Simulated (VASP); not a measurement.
# GaAs: Born charges and dielectric tensor with PBE

**Experimental background.**

From “Evidence of valence band perturbations in GaAsN/GaAs(001): A combined variable-angle spectroscopic ellipsometry and modulated photoreflectance investigation”, 2008, arxiv:0805.2212, for a bulk crystal of GaAs at 300 K: band gap 1.418 ± 0.005 eV (direct).

From a printed reference work, textbook, for a bulk crystal of GaAs at 300 K: high-frequency dielectric constant 10.89.

Crystal: GaAs.

```xyz
2
Lattice="0.0000 2.8268 2.8268 2.8268 0.0000 2.8268 2.8268 2.8268 0.0000" Properties=species:S:1:pos:R:3 pbc="T T T"
As    4.2403    4.2403    4.2403
Ga    0.0000    0.0000    0.0000
```

* Program: VASP 6.6.1
* Task: Born charges and dielectric tensor
* Functional: PBE
* Potentials or basis: VASP PAW PBE potentials, release 64 (As, Ga_d)
* Cutoff: 520 eV
* k mesh: 8 × 8 × 8
* Occupations: fermi-dirac, width 0.05 eV
* Spin: no spin polarisation
* Further INCAR settings: ALGO = Normal; EDIFF = 1e-08; IBRION = 8

- Band gap on the k mesh: 0.52 eV, direct
- Electronic dielectric tensor (diagonal): 28.76
- Born charges (mean of the diagonal): As -2.29; Ga +2.29 e
- Highest phonon frequency at Γ, LO-TO splitting left out: 268 cm⁻¹

Levels at points of the mesh, in eV from the valence-band top:
| k point | band 6 | band 7 | band 8 | band 9 | band 10 | band 11 | band 12 | band 13 |
| --- | --- | --- | --- | --- | --- | --- | --- | --- |
| (0.00, 0.00, 0.00) | -12.73 | 0.00 | 0.00 | 0.00 | 0.52 | 3.73 | 3.73 | 3.73 |
| (0.50, 0.00, 0.00) | -10.96 | -6.64 | -1.14 | -1.14 | 1.00 | 4.63 | 4.63 | 7.75 |
| (0.50, 0.50, 0.00) | -10.22 | -6.82 | -2.68 | -2.68 | 1.46 | 1.65 | 10.17 | 10.17 |

Phonon frequencies in cm⁻¹ (negative: imaginary):
```
              q point        frequencies
(0.000, 0.000, 0.000)  0 0 0 268 268 268
```

Electronic dielectric tensor:
```
28.76  0.00  0.00
 0.00 28.76  0.00
 0.00  0.00 28.76
```

Born effective charge tensors (e):
atom 1, As
```
-2.29  0.00  0.00
 0.00 -2.29  0.00
 0.00  0.00 -2.29
```
atom 2, Ga
```
2.29 0.00 0.00
0.00 2.29 0.00
0.00 0.00 2.29
```

Wall time 6.3 min on 1 thread of AMD EPYC 9R45 96-Core Processor (Zen 5) (shared host), peak memory 0.27 GiB.

Against the measured gap of GaAs, 1.418 eV (direct; 300 K; “Evidence of valence band perturbations in GaAsN/GaAs(001): A combined variable-angle spectroscopic ellipsometry and modulated photoreflectance investigation”, 2008, arxiv:0805.2212), the calculated 0.52 eV is off by -0.90 eV. 3 values of this kind are on record (1.412 to 1.51 eV); this one was drawn at random among those near their median, those with a stated uncertainty first. Spin-orbit coupling on As, Ga is left out. The value is that of PBE on a finite k mesh, which can miss the band edges, without temperature or zero-point motion. Semilocal functionals fall short of measured gaps as a rule. Measured high-frequency dielectric constant of GaAs: 10.89 (300 K; a printed reference work, textbook). This calculation gives 28.76 (+164.1 %). So large a miss can be the level of theory's own, or it may mean another phase, state or a wrong row.

Caveat: the gap is small at this level, which inflates the dielectric constant.
